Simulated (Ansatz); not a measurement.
HfO$_{2}$: symmetry broken, then relaxed

The calculation used Ansatz, DFT PBE, scalar-relativistic, plane waves, PAW. The runs took a 420 eV cutoff, a Γ-centred 6×6×4 mesh and Gaussian smearing (0.05 eV). Spin–orbit coupling is left out, which can shift energies with elements as heavy as these. No spin polarisation. Energies are free energies at this smearing, counted from the undisturbed cell; pressure is positive in compression.

The starting cell (relaxed at this level; this fluorite-type form isn't the usual structure):

```yaml
crystal:
  lattice:
    - [0.00000, -2.54881, -2.54881]
    - [0.00000, 2.54881, -2.54881]
    - [5.09761, 0.00000, 0.00000]
  atoms:
    - { symbol: Hf, position: [0.00000, 0.00000, 0.00000] }
    - { symbol: Hf, position: [0.50000, 0.50000, 0.50000] }
    - { symbol: O, position: [0.00000, 0.50000, 0.75000] }
    - { symbol: O, position: [0.50000, 0.00000, 0.25000] }
    - { symbol: O, position: [0.00000, 0.50000, 0.25000] }
    - { symbol: O, position: [0.50000, 0.00000, 0.75000] }
```

The atoms are displaced (Å, in the unstrained cell):

```
atom ux uy uz
 Hf1   0.352   0.166   0.362
 Hf2  -0.352  -0.166  -0.362
  O3   0.143  -0.132   0.095
  O4  -0.143   0.132  -0.095
  O5   0.085  -0.034   0.359
  O6  -0.085   0.034  -0.359
```

Cell and atoms are then relaxed.

Does the relaxation return to the undisturbed structure?

No. It ends 65.6 meV/atom below it. The disturbance itself cost 2179.8 meV/atom. The final space group reads P2_1/m (tolerance 0.05 Å) and the volume changes by 7.82 %.

Final structure:

```
CELL_PARAMETERS angstrom
-0.48071 -2.70889 -2.70889
0.00000 2.46858 -2.46858
5.42479 0.48070 0.48071
ATOMIC_POSITIONS crystal
Hf 0.91658 0.00000 0.01929
Hf 0.58342 0.50000 0.48071
O 0.98027 0.50000 0.83299
O 0.48354 0.00000 0.18279
O 0.01646 0.50000 0.31721
O 0.51973 0.00000 0.66701
```

The relaxation, step by step (energy from the first step; small jumps at an unchanged geometry come where the plane waves are selected anew for the new cell):

| step | ΔE (meV/atom) | largest force component (eV/Å) | pressure (GPa) |
| --- | --- | --- | --- |
| 1 | 0.0 | 25.702 | 69.96 |
| 2 | -1575.5 | 10.095 | 20.97 |
| 3 | -2078.4 | 2.096 | 5.60 |
| 4 | -2194.7 | 0.534 | 4.40 |
| 5 | -2216.2 | 0.138 | 1.12 |
| 6 | -2217.8 | 0.094 | 0.66 |
| 7 | -2217.7 | 0.027 | -0.09 |
| 8 | -2217.8 | 0.013 | 0.05 |
| 9 | -2217.7 | 0.001 | -0.02 |
| 10 | -2235.7 | 0.011 | 1.16 |
| 11 | -2242.2 | 0.020 | 0.78 |
| 12 | -2242.7 | 0.051 | -0.91 |
| 13 | -2243.3 | 0.040 | 0.24 |
| 14 | -2243.2 | 0.016 | -0.03 |
| 15 | -2243.2 | 0.001 | 0.00 |
| 16 | -2245.2 | 0.003 | 0.17 |
| 17 | -2245.3 | 0.006 | 0.06 |
| 18 | -2245.3 | 0.001 | 0.00 |
| 19 | -2245.4 | 0.001 | 0.01 |

Cost: 3 runs of about 7.9 core-minutes in all, on Arm Neoverse V2 (shared hosts).